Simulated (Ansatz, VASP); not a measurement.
## One calculation of Hf, two programs

```xyz
1
Lattice="-1.8404 1.8404 1.8404 1.8404 -1.8404 1.8404 1.8404 1.8404 -1.8404" Properties=species:S:1:pos:R:3 pbc="T T T"
Hf    0.0000    0.0000    0.0000
```

Change from the starting cell: volume scaled by 1.06, PAW files.

Alike in both runs: task electric field gradients; functional PBEsol; k mesh 14 × 14 × 14; occupations fermi-dirac, width 0.05 eV; no spin polarisation.

|  | VASP | Ansatz |
| --- | --- | --- |
| version | VASP 6.6.1 | Ansatz 0.2.0 |
| potentials or method | VASP PAW PBE potentials, release 64 (Hf_pv) | PAW with Ansatz's default frozen-core files, scalar-relativistic |
| plane-wave cutoff (eV) | 520 | 420 |
| valence electrons in the cell | 10 | 26 |

|  | VASP | Ansatz | Ansatz less VASP |
| --- | --- | --- | --- |
| pressure (GPa) | -13.3 | -12.9 | +0.32 |
| Vzz of the field gradient on the site that differs most (V/Å²) | 0.0 | 0.0 | 0.00 |

The two sets of potentials don't hold the same shells in valence. Ansatz warned: «gradients_without_spin_orbit».

Caveats: the PAW data sets were made with another functional, which shifts forces and pressure a little (VASP). Spin-orbit coupling is left out, which matters for the levels of Hf.
